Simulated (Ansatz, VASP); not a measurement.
I: VASP beside Ansatz

```
CELL_PARAMETERS angstrom
2.10511 1.21538 10.17385
-2.10511 1.21538 10.17385
0.00000 -2.43077 10.17385
ATOMIC_POSITIONS crystal
I 0.00000 0.00000 0.00000
I 0.22222 0.22222 0.22222
I 0.77778 0.77778 0.77778
```

Alike in both runs: task single point; functional PBE; k mesh 6 × 6 × 6; occupations gaussian, width 0.1 eV; no spin polarisation.

```csv
,VASP,Ansatz
version,VASP 6.6.1,Ansatz 0.2.0
potentials or method,"VASP PAW PBE potentials, release 64 (I)","scalar-relativistic, plane waves, PAW"
plane-wave cutoff (eV),520,420
valence electrons in the cell,21,51
```

|  | VASP | Ansatz | Ansatz less VASP |
| --- | --- | --- | --- |
| gap on the k mesh at the Fermi level (eV) | none | none | - |
| pressure (GPa) | -2.8 | -2.8 | +0.01 |
| largest component of the traceless stress (GPa) | 0.20 | 0.20 | 0.000 |
| rms of the force components (eV/Å) | 0.012 | 0.012 | +0.0001 |

Atom by atom the forces differ by 0.000 eV/Å (rms over components). A gap of «none» marks a metal or a gap that the smearing closes. With one functional, cell and mesh, what is left measures potentials, basis and numerics. The two sets of potentials don't hold the same shells in valence.

Caveats: an odd number of electrons without spin polarisation forces a metal; a magnetic or distorted state may lie lower. The runs have no spin-orbit coupling, so splittings on I are missing.
